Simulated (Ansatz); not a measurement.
**Si (Imma): convergence test of the k-point mesh from a Python script**

How fine a k-point mesh does Si (Imma) need? The task is a convergence test of the k-point mesh, for Si (Imma).

Computed with Ansatz 0.2.0 through its Python package. Level of theory: DFT PBEsol+D3(BJ), plane waves, PAW.

### 1 The system

It takes space group Imma (No. 74, orthorhombic). The conventional cell has a = 4.502 Å, b = 4.737 Å, c = 2.550 Å, α = 90.00°, β = 90.00°, γ = 90.00°. Around Si (site symmetry mm2) lie 8 Si at 2.39 to 2.74 Å.

No structure file is read: the coordinates are typed or built in the script.

### 2 The code

run_kconv.py reads:

```python
# -*- coding: utf-8 -*-
"""k-point test for Si."""

import warnings

import ansatz as az
import matplotlib.pyplot as plt
from pymatgen.core import Lattice, Structure
from pymatgen.io.ase import AseAtomsAdaptor

warnings.simplefilter("ignore", az.DeckWarning)

pmg_structure = Structure(
    Lattice([[-2.251, 2.3685, 1.275], [2.251, -2.3685, 1.275], [2.251, 2.3685, -1.275]]),
    ["Si", "Si"],
    [
        [0.807, 0.057, 0.75],
        [0.193, 0.943, 0.25],
    ],
)
si = az.Crystal.from_ase(AseAtomsAdaptor.get_atoms(pmg_structure))

model = (
    si.calculation()
    .functional("pbesol", dispersion="D3(BJ)")
    .occupations("Fermi-Dirac", width=0.05)
    .basis(510)
)

rows = []
for value in [(3, 3, 3), (5, 5, 5), (6, 6, 6), (8, 8, 8), (10, 10, 10), (12, 12, 12)]:
    data = model.kpoints(mesh=value).run().report
    rows.append((value, data["free_energy_ev"] / len(data["lattice"]["sites"]), data["n_iterations"], data["n_kpoints"]))

print("        mesh   F/atom (eV)    iterations      k-points")
for row in rows:
    print(f"{str(row[0]):>12s}  {row[1]:12.5f}  {row[2]:12d}  {row[3]:12d}")

# the last row is the reference
for row in rows[:-1]:
    shift = 1000 * (row[1] - rows[-1][1])
    print(f"{row[0]}: {shift:+.2f} meV/atom" + ("  (within 5 meV)" if abs(shift) < 5 else ""))
plt.figure(figsize=(4.5, 3))
plt.plot([str(row[0]) for row in rows], [1000 * (row[1] - rows[-1][1]) for row in rows], "o-")
plt.xlabel("mesh")
plt.ylabel("F - F(last) (meV/atom)")
plt.tight_layout()
plt.savefig("kconv.png", dpi=100)
```

### 3 The input behind the calls

The engine receives this input (first run):

```yaml
crystal:
  lattice:
    - [-2.251, 2.3685, 1.275]
    - [2.251, -2.3685, 1.275]
    - [2.251, 2.3685, -1.275]
  atoms:
    - { symbol: Si, position: [0.8070000000000002, 0.05700000000000006, 0.7500000000000001] }
    - { symbol: Si, position: [0.193, 0.943, 0.25000000000000006] }
basis:
  ecutwfc: 510.0
kpoints:
  mp_grid:
    grid: [3, 3, 3]
hamiltonian:
  xc: pbesol
  dispersion: d3bj
scf:
  occupations:
    method: fermi_dirac
    width: 0.05
```

### 4 Running it

Started as:

```bash
python run_kconv.py
```

What it wrote:

```text
        mesh   F/atom (eV)    iterations      k-points
   (3, 3, 3)    -621.64827             6             8
   (5, 5, 5)    -621.60886             6            27
   (6, 6, 6)    -621.63547             6            46
   (8, 8, 8)    -621.65424             6            95
(10, 10, 10)    -621.65162             6           171
(12, 12, 12)    -621.65488             6           280
(3, 3, 3): +6.61 meV/atom
(5, 5, 5): +46.02 meV/atom
(6, 6, 6): +19.41 meV/atom
(8, 8, 8): +0.63 meV/atom  (within 5 meV)
(10, 10, 10): +3.26 meV/atom  (within 5 meV)
```

Run time: 9.6 s. Hardware: 1 thread of Arm Neoverse V2, shared host; peak memory 0.5 GiB.

### 5 What changed from run to run

The engine's inputs for some of the other runs:

Run 4, against run 1:

```diff
@@ -13 +13 @@
-    grid: [3, 3, 3]
+    grid: [8, 8, 8]
```

Run 5, against run 1:

```diff
@@ -13 +13 @@
-    grid: [3, 3, 3]
+    grid: [10, 10, 10]
```

Run 6, against run 1:

```diff
@@ -13 +13 @@
-    grid: [3, 3, 3]
+    grid: [12, 12, 12]
```

### 6 What each run gave

One row for each of the 6 runs:

```csv
run,k mesh,energy from run 6 (meV/atom),SCF cycles,CPU time (s)
1,"[3, 3, 3]",6.61,6,0.23
2,"[5, 5, 5]",46.02,6,0.39
3,"[6, 6, 6]",19.41,6,0.6
4,"[8, 8, 8]",0.63,6,1.2
5,"[10, 10, 10]",3.26,6,2.1
6,"[12, 12, 12]",0.00,6,3.4
```

Energies are free energies F = E - TS of the smeared occupations. 

### 7 Results

```
                              quantity           value
                         runs compared               6
       last run but one, from the last  +3.26 meV/atom
within 5 meV/atom of the last run from       [8, 8, 8]
```

What this shows: From 8×8×8 on it stays within 5 meV an atom of the value at 12×12×12; the first row (3×3×3) is off by 6.6 meV and the last but one by 3.26 meV. This holds for F at a smearing of 0.05 eV; a narrower one needs a denser mesh. It goes up and down, since the sum over k-points isn't variational. Caveats:
- This isn't the structure that Si takes at ambient conditions.
- Shifts are counted from the finest mesh, which is itself no proven limit.
